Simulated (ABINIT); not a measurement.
Runs of ABINIT 10.8.3 (patched build) on BeS. The structure is cubic, space group F-43m (No. 216). The conventional cell has a = 4.850 Å, b = 4.850 Å, c = 4.850 Å, α = 90.00°, β = 90.00°, γ = 90.00°. S (site symmetry -43m) has 4 Be at 2.10 Å as nearest neighbours. Be (site symmetry -43m) is surrounded by 4 S at 2.10 Å. 

```csv
task,level,potentials or basis,cutoff (eV),fine-grid cutoff,gap on the mesh (eV),pressure (GPa),V0 of scaled cells (Å³/atom),B0 (GPa)
band structure,LDA,JTH PAW LDA v2.0,544,1088.46 eV,2.99,-3.3,-,-
band structure,TB-mBJ,JTH PAW LDA v2.0,653,1251.72 eV,(b),-,-,-
band structure,r2SCAN,JTH PAW PBE v2.0,653,1251.72 eV,3.67,1.1,-,-
band structure,PBEsol,JTH PAW PBE v2.0,544,1088.46 eV,3.02,-0.8,-,-
equation of state,LDA,JTH PAW LDA v2.0,544,1088.46 eV,-,-,13.80,103
equation of state,PBEsol,JTH PAW PBE v2.0,544,1088.46 eV,-,-,(a),97
```

Alike in all rows: no spin polarisation; cell as given; k mesh 9 × 9 × 9; smearing fermi-dirac 0.05 eV.

Task: Fill in the values left out.

Result: (a) 14.15; (b) 4.20.

Caveats: the mesh misses the band edges, which the band path finds closer together (some runs); the PAW data sets were made with another functional, which shifts forces and pressure a little (some runs); pressures at fixed basis lie under the slope of the energies (some runs); the constant c of TB-mBJ comes from the pseudo density here, which moves gaps by up to 0.3 eV between sets of potentials (some runs).

Runs at the PBE level aren't shown here.
